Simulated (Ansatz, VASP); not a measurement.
**AlN: VASP beside Ansatz**

Aim: how closely do two programs agree when they are given the same cell, functional and k mesh? The cell is taken from a series of runs on this material, whose earlier steps may have relaxed, scaled, displaced or heated it; both programs get it as it stands.

Program: Ansatz 0.2.0. Level of theory: plane waves, with VASP 6.6.1 beside it; zone-centre phonons at LDA. Results are calculated unless marked as measured.

**1. The structure**

It takes space group I-4m2 (No. 119, tetragonal). Conventional cell: a = 3.039 Å, b = 3.039 Å, c = 4.472 Å, α = 90.00°, β = 90.00°, γ = 90.00°. Nearest to N lie 4 Al at 1.89 Å. Al has 4 N at 1.89 Å nearest. Farther neighbours and most contacts between anions are not listed.

As a file:

```xyz
2
Lattice="0.0000 2.1491 2.2362 2.1491 0.0000 2.2362 2.1491 2.1491 0.0000" Properties=species:S:1:pos:R:3 pbc="T T T"
N     1.0746    1.0746    1.1181
Al    0.0000    0.0000    0.0000
```

**2. VASP: zone-centre phonons, LDA, pair 1**

Second derivatives magnify differences that forces hide, and they need a tight electronic threshold.

Lines of VASP's logs that name or quote its potential files are left out, and so is its time.

The input, INCAR:

```
SYSTEM = AlN
PREC = Accurate
ENCUT = 600
EDIFF = 1E-08
NELM = 120
ISMEAR = 0
SIGMA = 0.01
LREAL = .FALSE.
ALGO = Normal
GGA = CA
NBANDS = 10
LORBIT = 11
LWAVE = .FALSE.
LCHARG = .FALSE.
ISIF = 2
IBRION = 8
LEPSILON = .TRUE.
LASPH = .TRUE.
GGA_COMPAT = .FALSE.
EFERMI = MIDGAP
KPAR = 2
```

The input, POSCAR:

```
AlN
1.0
    0.0000000000      2.1491048749      2.2361759012
    2.1491048749      0.0000000000      2.2361759012
    2.1491048749      2.1491048749      0.0000000000
N Al
1 1
Direct
    0.2500000000      0.2500000000      0.2500000000
    0.0000000000      0.0000000000      0.0000000000
```

The input, KPOINTS:

```
Automatic mesh
0
Gamma
12 12 12
0 0 0
```

The projector-augmented-wave data sets are N and Al (LDA family, release 64).

Started as:

```bash
$ mpirun -np 2 vasp_std
```

Numbers of over 12 decimals in the logs are rounded to 6 here.

Log:

```text
[banner, memory and clock lines left out]
running    2 mpi-ranks, on    1 nodes
 distrk:  each k-point on    1 cores,    2 groups
 distr:  one band on    1 cores,    1 groups

 POSCAR found type information on POSCAR N Al
 POSCAR found :  2 types and       2 ions
 LDA part: xc-table for (Slater(with rela. corr.)+CA(PZ))
 , standard interpolation
 POSCAR, INCAR and KPOINTS ok, starting setup
 FFT: planning ... GRIDC
 FFT: planning ... GRID_SOFT
 FFT: planning ... GRID
 WAVECAR not read
 entering main loop
       N       E                     dE             d eps       ncg     rms          rms(c)
DAV:   1     0.116841980343E+02    0.11684E+02   -0.43465E+03  3292   0.761E+02
DAV:   2    -0.180112304582E+02   -0.29695E+02   -0.28566E+02  3964   0.138E+02
DAV:   3    -0.189062961334E+02   -0.89507E+00   -0.89358E+00  3830   0.236E+01
DAV:   4    -0.189100869307E+02   -0.37908E-02   -0.37907E-02  3654   0.184E+00
DAV:   5    -0.189101193451E+02   -0.32414E-04   -0.32414E-04  3702   0.163E-01    0.868E+00
DAV:   6    -0.164401328726E+02    0.24700E+01   -0.13219E+01  3428   0.193E+01    0.298E+00
DAV:   7    -0.163950130962E+02    0.45120E-01   -0.93450E-02  3658   0.273E+00    0.192E+00
DAV:   8    -0.163661739136E+02    0.28839E-01   -0.29476E-02  3480   0.166E+00    0.363E-01
DAV:   9    -0.163658252171E+02    0.34870E-03   -0.12737E-03  3690   0.241E-01    0.180E-01
DAV:  10    -0.163658449580E+02   -0.19741E-04   -0.63287E-05  3532   0.612E-02    0.408E-02
DAV:  11    -0.163658435891E+02    0.13690E-05   -0.13059E-06  3668   0.886E-03    0.830E-03
DAV:  12    -0.163658435862E+02    0.28380E-08   -0.36996E-08  3740   0.161E-03
   1 F= -.16365844E+02 E0= -.16365844E+02  d E =0.000000E+00
 Linear response reoptimize wavefunctions to high precision
DAV:   1    -0.163658435816E+02    0.46592E-08   -0.19050E-08  3666   0.908E-04
DAV:   2    -0.163658435816E+02   -0.11823E-10   -0.93373E-11  1910   0.109E-04
 Linear response G [H, r] |phi>, progress :
  Direction:   1
       N       E                     dE             d eps       ncg     rms
RMM:   1    -0.337831727435E+02   -0.33783E+02    0.12294E+01  7951   0.490E+01
RMM:   2    -0.302395515918E+02    0.35436E+01   -0.11980E+00  5211   0.883E+00
RMM:   3    -0.302488231242E+02   -0.92715E-02   -0.42838E-03  5321   0.798E-01
RMM:   4    -0.302493846255E+02   -0.56150E-03    0.10881E-04  5611   0.957E-02
RMM:   5    -0.302494092051E+02   -0.24580E-04    0.73159E-06  5715   0.130E-02
RMM:   6    -0.302494099765E+02   -0.77134E-06    0.24554E-06  5904   0.195E-03
RMM:   7    -0.302494101943E+02   -0.21786E-06    0.86457E-07  5801   0.420E-04
RMM:   8    -0.302494102486E+02   -0.54268E-07    0.43322E-07  4696   0.201E-04
RMM:   9    -0.302494102583E+02   -0.97114E-08   -0.28542E-07  4071   0.185E-04
RMM:  10    -0.302494102588E+02   -0.44393E-09   -0.46189E-07  3795   0.184E-04
RMM:  11    -0.302494102595E+02   -0.70499E-09   -0.13967E-06  3301   0.185E-04
 Linear response G [H, r] |phi>, progress :
  Direction:   2
       N       E                     dE             d eps       ncg     rms
RMM:   1    -0.297803124644E+02   -0.29780E+02    0.38499E+01  7856   0.477E+01
RMM:   2    -0.279036962471E+02    0.18766E+01   -0.10616E+00  5165   0.825E+00
RMM:   3    -0.279123284153E+02   -0.86322E-02   -0.37472E-03  5326   0.744E-01
RMM:   4    -0.279128557839E+02   -0.52737E-03    0.10366E-04  5608   0.899E-02
RMM:   5    -0.279128785709E+02   -0.22787E-04    0.50578E-06  5690   0.123E-02
RMM:   6    -0.279128791290E+02   -0.55812E-06    0.19309E-06  5921   0.185E-03
RMM:   7    -0.279128793161E+02   -0.18711E-06   -0.59673E-08  5773   0.389E-04
RMM:   8    -0.279128792983E+02    0.17825E-07   -0.66391E-07  4653   0.183E-04
RMM:   9    -0.279128792975E+02    0.71412E-09   -0.10678E-07  4083   0.167E-04
RMM:  10    -0.279128792969E+02    0.62579E-09   -0.17462E-07  3789   0.167E-04
RMM:  11    -0.279128792974E+02   -0.52227E-09   -0.91774E-07  3324   0.167E-04
 Linear response G [H, r] |phi>, progress :
  Direction:   3
       N       E                     dE             d eps       ncg     rms
RMM:   1    -0.316681779351E+02   -0.31668E+02    0.24903E+01  7770   0.479E+01
RMM:   2    -0.290587846572E+02    0.26094E+01   -0.11602E+00  5162   0.846E+00
RMM:   3    -0.290645288460E+02   -0.57442E-02   -0.89053E-03  5262   0.769E-01
RMM:   4    -0.290646013767E+02   -0.72531E-04   -0.12224E-04  5537   0.931E-02
RMM:   5    -0.290646032122E+02   -0.18355E-05   -0.20683E-06  5593   0.128E-02
RMM:   6    -0.290646032821E+02   -0.69844E-07   -0.10998E-07  5796   0.197E-03
RMM:   7    -0.290646032888E+02   -0.67066E-08   -0.24079E-07  5602   0.446E-04
RMM:   8    -0.290646032858E+02    0.29472E-08   -0.49357E-07  4601   0.227E-04
RMM:   9    -0.290646032848E+02    0.10911E-08   -0.51390E-07  3945   0.210E-04
RMM:  10    -0.290646032851E+02   -0.31332E-09   -0.59342E-07  3663   0.210E-04
RMM:  11    -0.290646032852E+02   -0.13313E-09   -0.76410E-07  3056   0.210E-04
[...]
dielectric tensor                  component  1 :     5.246     0.778     1.086
 Linear response to external field (no local field effect), progress :
  Direction:   2
       N       E                     dE             d eps       ncg     rms          rms(c)
RMM:   1    -0.186223083664E+00   -0.18622E+00   -0.63270E-01  7436   0.199E+00
[...]
RMM:   7    -0.217934971154E+00   -0.32585E-04   -0.62694E-08 16224   0.201E-03    0.241E-04
RMM:   8    -0.217936973735E+00   -0.20026E-05   -0.29795E-10 15908   0.164E-04    0.936E-05
RMM:   9    -0.217936783584E+00    0.19015E-06   -0.17599E-10 12312   0.575E-05    0.393E-06
 change of polarisation eV/A/(eV/A) component  2 :     0.046     0.407     0.005
 dielectric tensor                  component  2 :     0.399     4.568     0.045
 Linear response to external field, progress :
  Direction:   3
       N       E                     dE             d eps       ncg     rms          rms(c)
RMM:   1    -0.211748839908E+00   -0.21175E+00   -0.75030E-01 12624   0.211E+00
RMM:   2    -0.215884625753E+00   -0.41358E-02   -0.15364E-03  8992   0.249E-01    0.688E-01
RMM:   3    -0.209016946493E+00    0.68677E-02   -0.34531E-03  8755   0.379E-01    0.403E-01
RMM:   4    -0.215784166191E+00   -0.67672E-02   -0.48548E-03  8858   0.461E-01    0.512E-02
RMM:   5    -0.216905418519E+00   -0.11213E-02   -0.79329E-05  9212   0.729E-02    0.910E-03
RMM:   6    -0.217021884679E+00   -0.11647E-03   -0.53683E-07  9469   0.626E-03    0.389E-03
RMM:   7    -0.217054329092E+00   -0.32444E-04   -0.64079E-08  9396   0.200E-03    0.242E-04
RMM:   8    -0.217055961330E+00   -0.16322E-05   -0.53505E-10  9281   0.167E-04    0.925E-05
RMM:   9    -0.217055913719E+00    0.47611E-07   -0.20580E-10  7166   0.597E-05    0.450E-06
 change of polarisation eV/A/(eV/A) component  3 :     0.097     0.022     0.405
 dielectric tensor                  component  3 :     0.847     0.197     4.552
 Linear response DOF=           4
 Linear response progress:
  Degree of freedom:   1/  4
       N       E                     dE             d eps       ncg     rms          rms(c)
RMM:   1    -0.232121268982E+00   -0.23212E+00    0.19226E-01 18289   0.325E+00
RMM:   2    -0.231887479401E+00    0.23379E-03   -0.21004E-03 14821   0.394E-01    0.178E-01
RMM:   3    -0.232725188949E+00   -0.83771E-03   -0.66463E-04 14048   0.176E-01    0.885E-02
RMM:   4    -0.234508513495E+00   -0.17833E-02   -0.59234E-04 14154   0.161E-01    0.214E-02
RMM:   5    -0.234522291429E+00   -0.13778E-04   -0.16196E-05 15956   0.309E-02    0.196E-03
RMM:   6    -0.234538953195E+00   -0.16662E-04   -0.13250E-07 16269   0.286E-03    0.850E-04
RMM:   7    -0.234539210623E+00   -0.25743E-06   -0.93321E-09 16193   0.624E-04    0.587E-05
RMM:   8    -0.234538072721E+00    0.11379E-05   -0.52298E-10 16441   0.975E-05    0.257E-05
RMM:   9    -0.234538057317E+00    0.15405E-07   -0.52055E-10 16886   0.318E-05    0.237E-06
RMM:  10    -0.234538090971E+00   -0.33654E-07   -0.47213E-10 16413   0.134E-05    0.101E-06
RMM:  11    -0.234538088944E+00    0.20270E-08   -0.15629E-09 12594   0.117E-05    0.705E-08
 first order change of Fermi-energy   0.33709E-04
 force on displaced ion       1 direction 1 : -14.489   0.000  -0.000
 Born effective charge ion    1 direction 1 :  -2.526   0.000   0.000
 Linear response progress:
  Degree of freedom:   2/  4
       N       E                     dE             d eps       ncg     rms          rms(c)
RMM:   1    -0.231847761772E+00   -0.23185E+00    0.20683E-01 10697   0.326E+00
RMM:   2    -0.232013122368E+00   -0.16536E-03   -0.20046E-03  8717   0.385E-01    0.181E-01
RMM:   3    -0.232813747550E+00   -0.80063E-03   -0.70414E-04  8165   0.180E-01    0.897E-02
RMM:   4    -0.234605669083E+00   -0.17919E-02   -0.64230E-04  8355   0.165E-01    0.212E-02
RMM:   5    -0.234609783047E+00   -0.41140E-05   -0.17091E-05  9282   0.312E-02    0.212E-03
RMM:   6    -0.234626004671E+00   -0.16222E-04   -0.12765E-07  9421   0.288E-03    0.964E-04
RMM:   7    -0.234625924278E+00    0.80392E-07   -0.93555E-09  9436   0.646E-04    0.536E-05
RMM:   8    -0.234624970937E+00    0.95334E-06   -0.55189E-10  9526   0.916E-05    0.277E-05
RMM:   9    -0.234624962835E+00    0.81029E-08   -0.46683E-10  9887   0.332E-05    0.246E-06
 first order change of Fermi-energy   0.67949E-03
 force on displaced ion       1 direction 3 :   0.000   0.000 -15.332
 Born effective charge ion    1 direction 3 :   0.000   0.000  -2.552
 Linear response progress:
  Degree of freedom:   3/  4
       N       E                     dE             d eps       ncg     rms          rms(c)
RMM:   1    -0.597914836064E-02   -0.59791E-02   -0.49717E-03 22621   0.675E-01
RMM:   2    -0.533663506479E-02    0.64251E-03   -0.23246E-04 14657   0.116E-01    0.876E-02
RMM:   3    -0.523748951270E-02    0.99146E-04   -0.52092E-05 15347   0.486E-02    0.475E-02
RMM:   4    -0.524672443177E-02   -0.92349E-05   -0.42091E-05 15321   0.459E-02    0.759E-03
RMM:   5    -0.524599782705E-02    0.72660E-06   -0.84876E-07 15629   0.698E-03    0.726E-04
RMM:   6    -0.524497570649E-02    0.10221E-05   -0.18871E-08 15750   0.612E-04    0.321E-04
RMM:   7    -0.524403522260E-02    0.94048E-06   -0.48986E-09 15857   0.376E-04    0.269E-05
RMM:   8    -0.524404778164E-02   -0.12559E-07   -0.14435E-10 16169   0.358E-05    0.999E-06
RMM:   9    -0.524404244653E-02    0.53351E-08   -0.87803E-11 16668   0.101E-05    0.695E-07
 first order change of Fermi-energy   0.24160E-05
 force on displaced ion       2 direction 1 : -14.486  -0.000  -0.000
 Born effective charge ion    2 direction 1 :   2.526   0.000   0.000
 Linear response progress:
  Degree of freedom:   4/  4
       N       E                     dE             d eps       ncg     rms          rms(c)
RMM:   1    -0.606485317467E-02   -0.60649E-02   -0.24458E-03 13105   0.702E-01
RMM:   2    -0.555051955509E-02    0.51433E-03   -0.21615E-04  8666   0.118E-01    0.906E-02
RMM:   3    -0.545001616877E-02    0.10050E-03   -0.58594E-05  8999   0.519E-02    0.488E-02
RMM:   4    -0.546668545136E-02   -0.16669E-04   -0.48161E-05  8915   0.484E-02    0.789E-03
RMM:   5    -0.546712275973E-02   -0.43731E-06   -0.80433E-07  9088   0.712E-03    0.725E-04
RMM:   6    -0.546625795107E-02    0.86481E-06   -0.63115E-09  9156   0.603E-04    0.321E-04
RMM:   7    -0.546531790768E-02    0.94004E-06   -0.22539E-09  9218   0.377E-04    0.272E-05
RMM:   8    -0.546533247211E-02   -0.14564E-07    0.84116E-11  9423   0.359E-05    0.103E-05
RMM:   9    -0.546532416890E-02    0.83032E-08    0.15041E-10  9748   0.995E-06    0.747E-07
 first order change of Fermi-energy   0.12318E-03
 force on displaced ion       2 direction 3 :  -0.000  -0.000 -15.331
 Born effective charge ion    2 direction 3 :   0.000   0.000   2.553
 Born effective charges drift removed
 Linear response finished
```

OUTCAR, selected parts (step 2):

```text
ion  position               nearest neighbor table
   1  0.250  0.250  0.250-   2 1.89   2 1.89   2 1.89   2 1.89
   2  0.000  0.000  0.000-   1 1.89   1 1.89   1 1.89   1 1.89

  LATTYP: Found a body centered tetragonal cell.
 ALAT       =     3.0392932610
 C/A-ratio  =     1.4715104527

 Subroutine GETGRP returns: Found  8 space group operations
 (whereof  8 operations were pure point group operations)

The static configuration has the point symmetry D_2d.

 Found    163 irreducible k-points:

   k-points           NKPTS =    163   k-points in BZ     NKDIM =    163   number of bands    NBANDS=     10

   dimension x,y,z NGX =    28 NGY =   28 NGZ =   24
   dimension x,y,z NGXF=    56 NGYF=   56 NGZF=   48

   ENCUT  =  600.0 eV  44.10 Ry    6.64 a.u.   6.19  6.19  6.07*2*pi/ulx,y,z

   NELECT =       8.0000    total number of electrons

 k-points in reciprocal lattice and weights: Automatic mesh
   0.00000000  0.00000000  0.00000000       0.001
   0.08333333  0.00000000  0.00000000       0.005
   0.16666667  0.00000000  0.00000000       0.005
   0.25000000 -0.00000000  0.00000000       0.005
   0.33333333 -0.00000000  0.00000000       0.005
   0.41666667 -0.00000000  0.00000000       0.005
   0.50000000 -0.00000000  0.00000000       0.002
   0.08333333  0.08333333  0.00000000       0.001
   0.16666667  0.08333333  0.00000000       0.005
[...]
-0.33333333  0.16666667  0.50000000       0.002
  -0.25000000  0.25000000  0.50000000       0.001

 average (electrostatic) potential at core
       1 -59.8068       2 -69.7961

  Total        0.0681860      0.0681860     -0.7138679      0.0000000      0.0000000      0.0000000
  in kB        5.2887655      5.2887655    -55.3703499      0.0000000      0.0000000      0.0000000
  external PRESSURE =     -14.9309397 kB  Pullay stress =       0.0000000 kB

  energy-cutoff  :      600.00
  volume of cell :       20.66
      direct lattice vectors                 reciprocal lattice vectors
     0.000000000  2.149104875  2.236175901    -0.232655002  0.232655002  0.223596006
     2.149104875  0.000000000  2.236175901     0.232655002 -0.232655002  0.223596006
     2.149104875  2.149104875  0.000000000     0.232655002  0.232655002 -0.223596006

 POSITION                                       TOTAL-FORCE (eV/Angst)
 -----------------------------------------------------------------------------------
      1.07455      1.07455      1.11809        -0.000000     -0.000000     -0.000000
      0.00000      0.00000      0.00000         0.000000      0.000000      0.000000
 -----------------------------------------------------------------------------------
    total drift:                               -0.000000     -0.000000      0.000007

 MACROSCOPIC STATIC DIELECTRIC TENSOR (including local field effects in DFT)
 ------------------------------------------------------
           4.567969    -0.000000     0.000000
          -0.000000     4.567969     0.000000
           0.000000     0.000000     4.551868
 ------------------------------------------------------

 PIEZOELECTRIC TENSOR (including local field effects)  for field in x, y, z        (C/m^2)
          XX          YY          ZZ          XY          YZ          ZX
  --------------------------------------------------------------------------------
  x     0.00000    -0.00000     0.00000     0.00000    -0.61051     0.00000
  y    -0.00000     0.00000    -0.00000     0.00000     0.00000    -0.61051
  z     0.00000     0.00000     0.00000    -0.61046     0.00000     0.00000

 BORN EFFECTIVE CHARGES (including local field effects) (in |e|, cummulative output)
 ---------------------------------------------------------------------------------
 ion    1
    1    -2.52569     0.00000     0.00000
    2     0.00000    -2.52569     0.00000
    3     0.00000     0.00000    -2.55245
 ion    2
    1     2.52569    -0.00000    -0.00000
    2     0.00000     2.52569     0.00000
    3     0.00000     0.00000     2.55245

 Eigenvectors and eigenvalues of the dynamical matrix
 ----------------------------------------------------

   1 f  =   20.161858 THz   126.680689 2PiTHz  672.527189 cm-1    83.382707 meV
             X         Y         Z           dx          dy          dz
      1.074552  1.074552  1.118088    -0.000000   -0.000000    0.811405
      0.000000  0.000000  0.000000    -0.000000   -0.000000   -0.584485

   2 f  =   19.599318 THz   123.146147 2PiTHz  653.762877 cm-1    81.056230 meV
             X         Y         Z           dx          dy          dz
      1.074552  1.074552  1.118088     0.811425   -0.000000    0.000000
      0.000000  0.000000  0.000000    -0.584457    0.000000    0.000000

   3 f  =   19.599318 THz   123.146147 2PiTHz  653.762877 cm-1    81.056230 meV
             X         Y         Z           dx          dy          dz
      1.074552  1.074552  1.118088    -0.000000   -0.811425   -0.000000
      0.000000  0.000000  0.000000     0.000000    0.584457    0.000000

   4 f/i=    0.000329 THz     0.002066 2PiTHz    0.010969 cm-1     0.001360 meV
             X         Y         Z           dx          dy          dz
      1.074552  1.074552  1.118088    -0.000000   -0.000000    0.584485
      0.000000  0.000000  0.000000    -0.000000   -0.000000    0.811405

   5 f/i=    0.000986 THz     0.006198 2PiTHz    0.032902 cm-1     0.004079 meV
             X         Y         Z           dx          dy          dz
      1.074552  1.074552  1.118088     0.551678    0.192979    0.000000
      0.000000  0.000000  0.000000     0.765917    0.267921    0.000000

   6 f/i=    0.000986 THz     0.006198 2PiTHz    0.032902 cm-1     0.004079 meV
             X         Y         Z           dx          dy          dz
      1.074552  1.074552  1.118088    -0.192979    0.551678    0.000000
      0.000000  0.000000  0.000000    -0.267921    0.765917    0.000000

 MACROSCOPIC STATIC DIELECTRIC TENSOR IONIC CONTRIBUTION
 ------------------------------------------------------
           3.857320    -0.000000    -0.000000
          -0.000000     3.857320     0.000000
          -0.000000     0.000000     3.722633
 ------------------------------------------------------

 ELASTIC MODULI CONTR FROM IONIC RELAXATION (kBar)
 Direction    XX          YY          ZZ          XY          YZ          ZX
 --------------------------------------------------------------------------------
 XX           0.0000      0.0000      0.0000      0.0000      0.0000      0.0000
 YY           0.0000      0.0000      0.0000      0.0000      0.0000      0.0000
 ZZ           0.0000      0.0000      0.0000      0.0000      0.0000      0.0000
 XY           0.0000      0.0000      0.0000   -393.5521      0.0000      0.0000
 YZ           0.0000      0.0000      0.0000      0.0000   -424.1978      0.0000
 ZX           0.0000      0.0000      0.0000      0.0000      0.0000   -410.4222
 --------------------------------------------------------------------------------

 PIEZOELECTRIC TENSOR IONIC CONTR  for field in x, y, z        (C/m^2)
          XX          YY          ZZ          XY          YZ          ZX
  --------------------------------------------------------------------------------
  x     0.00000     0.00000     0.00000    -0.00000     1.20365    -0.00000
  y     0.00000     0.00000     0.00000     0.00000     0.00000     1.18394
  z     0.00000     0.00000     0.00000     1.13893     0.00000     0.00000
```

(Part 1 of 2 ends here.)

[Lines on the potential files, build, host, timing and source positions are cut from VASP's logs without a mark.]

[Logs are printed without paths, hosts, clocks, repeated set-up lines and the standing remarks that a program may print on its own settings, such as how far it seeks lower states.]

[Hosts, paths, dates, database ids (printed as entryN), source tags and the programs' standing remarks are cut or masked in the printed files.]
